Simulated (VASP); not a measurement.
# Settings for Ta: density of states

Ta, Fm-3m (no. 225), 1 atom in the cell. PBE; PAW potentials Ta_pv (PBE set). VASP 6.6.1.

Wanted: density of states by 0.5 eV bins within 8 %; centre of the states within 12 eV below the valence top within 0.03 eV; states at the Fermi level within 8 %.

What the run is for: density of states; Accuracy asked: standard; k mesh of the density: 12 × 12 × 12.

POSCAR:
```
Ta
1.0
    0.0000000000      2.1100000000      2.1100000000
    2.1100000000      0.0000000000      2.1100000000
    2.1100000000      2.1100000000      0.0000000000
Ta
1
Direct
    0.0000000000      0.0000000000      0.0000000000
```

The series start from Plane-wave cutoff (eV): 260; k-point mesh: 15 × 15 × 15; Energy points (NEDOS): 2001; Occupations for the DOS: ISMEAR=-5; Electronic threshold (eV): 1e-6; Precision mode (PREC): Accurate. Each series keeps the choices made before it, and each single choice may use up half of a tolerance. Times cover all steps of a run.

## Plane-wave cutoff (eV)

| Plane-wave cutoff (eV) | Density of states by 0.5 eV bins, largest deviation against the largest value | Centre of the states within 12 eV below the valence top (eV) | States at the Fermi level (states/eV/atom) | Time (s) |
|---|---|---|---|---|
| 180 | 1.9 % | -2.353 | 1.244 | 7.2 |
| 220 | 0.27 % | -2.339 | 1.243 | 7.3 |
| 260 | 0.088 % | -2.338 | 1.243 | 8.8 |
| 290 | 0.068 % | -2.338 | 1.243 | 12 |
| 360 | 0.02 % | -2.338 | 1.244 | 13 |
| 450 (reference) | 0 % | -2.338 | 1.243 | 22 |

Chosen: 220, the loosest value from which every tighter one stays within half of the tolerance.

## k-point mesh

| k-point mesh | Density of states by 0.5 eV bins, largest deviation against the largest value | Centre of the states within 12 eV below the valence top (eV) | States at the Fermi level (states/eV/atom) | Time (s) |
|---|---|---|---|---|
| 6 × 6 × 6 | 25 % | -2.307 | 1.695 | 4.7 |
| 8 × 8 × 8 | 10 % | -2.312 | 1.394 | 5.0 |
| 10 × 10 × 10 | 14 % | -2.328 | 1.265 | 5.3 |
| 12 × 12 × 12 | 6.3 % | -2.328 | 1.27 | 6.0 |
| 15 × 15 × 15 | 5 % | -2.339 | 1.243 | 7.3 |
| 18 × 18 × 18 | 2.7 % | -2.347 | 1.236 | 9.1 |
| 22 × 22 × 22 | 1.4 % | -2.346 | 1.221 | 12 |
| 26 × 26 × 26 (reference) | 0 % | -2.349 | 1.207 | 17 |

Chosen: 18 × 18 × 18.

## Energy points (NEDOS)

| Energy points (NEDOS) | Density of states by 0.5 eV bins, largest deviation against the largest value | Centre of the states within 12 eV below the valence top (eV) | States at the Fermi level (states/eV/atom) | Time (s) |
|---|---|---|---|---|
| 301 | 2.5 % | -2.376 | 1.229 | 8.9 |
| 501 | 0.6 % | -2.348 | 1.215 | 9.0 |
| 1001 | 0.34 % | -2.347 | 1.228 | 9.0 |
| 2001 | 0.069 % | -2.347 | 1.236 | 9.1 |
| 4001 (reference) | 0 % | -2.344 | 1.232 | 9.1 |

Chosen: 501.

## Occupations for the DOS

| Occupations for the DOS | Density of states by 0.5 eV bins, largest deviation against the largest value | Centre of the states within 12 eV below the valence top (eV) | States at the Fermi level (states/eV/atom) | Time (s) |
|---|---|---|---|---|
| ISMEAR=-5 | 0 % | -2.348 | 1.215 | 9.0 |
| ISMEAR=-4 | 0 % | -2.348 | 1.215 | 9.0 |
| ISMEAR=0 SIGMA=0.05 | 9.4 % | -2.361 | 1.515 | 8.9 |
| ISMEAR=0 SIGMA=0.1 | 8.8 % | -2.368 | 1.37 | 9.2 |
| ISMEAR=-15 SIGMA=0.025 | 0.069 % | -2.349 | 1.215 | 9.7 |
| ISMEAR=1 SIGMA=0.1 | 9.7 % | -2.363 | 1.465 | 9.1 |

Chosen: ISMEAR=-5; no other choice that stays within half of the tolerance saves 30 % of the time.

## Electronic threshold (eV)

| Electronic threshold (eV) | Density of states by 0.5 eV bins, largest deviation against the largest value | Centre of the states within 12 eV below the valence top (eV) | States at the Fermi level (states/eV/atom) | Time (s) |
|---|---|---|---|---|
| 0.001 | 0.055 % | -2.348 | 1.214 | 8.7 |
| 0.0001 | 0.055 % | -2.348 | 1.214 | 8.7 |
| 1e-5 | 0 % | -2.348 | 1.215 | 8.9 |
| 1e-6 (reference) | 0 % | -2.348 | 1.215 | 9.0 |

Chosen: 0.001.

## Precision mode (PREC)

| Precision mode (PREC) | Density of states by 0.5 eV bins, largest deviation against the largest value | Centre of the states within 12 eV below the valence top (eV) | States at the Fermi level (states/eV/atom) | Time (s) |
|---|---|---|---|---|
| Normal | 0.0069 % | -2.347 | 1.214 | 6.5 |
| Accurate (reference) | 0 % | -2.348 | 1.214 | 8.7 |

Chosen: Normal.

## All choices together

| Input | Density of states by 0.5 eV bins, largest deviation against the largest value | Centre of the states within 12 eV below the valence top (eV) | States at the Fermi level (states/eV/atom) | Time (s) |
|---|---|---|---|---|
| defaults for smearing, thresholds and mesh (naive) | 47 % | -2.481 | 1.147 | 5.4 |
| chosen settings | 2.7 % | -2.347 | 1.214 | 6.5 |
| reference settings throughout | 0 % | -2.348 | 1.21 | 53 |

The tolerance is met.

## The input

INCAR.step1:
```
GGA = PE
ISMEAR = 1
SIGMA = 0.1
LWAVE = False
LCHARG = True
NBANDS = 20
PREC = Normal
LASPH = True
LREAL = False
ALGO = Normal
EDIFF = 0.001
NELM = 120
GGA_COMPAT = False
ENCUT = 220
LMAXMIX = 4
```

INCAR.step2, as INCAR.step1 but for:
```
- ISMEAR = 1
- SIGMA = 0.1
- LCHARG = True
+ ISMEAR = -5
+ LCHARG = False
+ NEDOS = 501
+ LORBIT = 11
+ EMIN = -11.5491
+ EMAX = 13.4509
+ ICHARG = 11
```

KPOINTS.step1:
```
k-points
0
Gamma
  12 12 12
```

KPOINTS.step2:
```
Automatic mesh
0
Gamma
  18 18 18
  0 0 0
```

Commands (each step's output is kept before the next begins):
```
cat potpaw_PBE.64/Ta_pv/POTCAR > POTCAR
cp INCAR.step1 INCAR
cp KPOINTS.step1 KPOINTS
mpirun -np 1 vasp_std > vasp.out
cp INCAR.step2 INCAR
cp KPOINTS.step2 KPOINTS
mpirun -np 1 vasp_std > vasp.out
```

The chosen input took VASP 6.6.1 6.5 s on 1 core (AMD EPYC 9R45 (Zen 5)), a shared host.

## An input that fails: broad smearing on a coarse energy grid

It runs to its end, but against the unchanged starting input it is off by 11 % in the density of states by 0.5 eV bins, 0.050 eV in the centre of the states within 12 eV below the valence top, 2.5 % in the states at the Fermi level.

Changes against the starting input:
```
(step 2)
- ISMEAR = -5
- NELM = 120
- NEDOS = 2001
+ ISMEAR = 0
+ NELM = 74
+ NEDOS = 301
+ SIGMA = 0.5
```
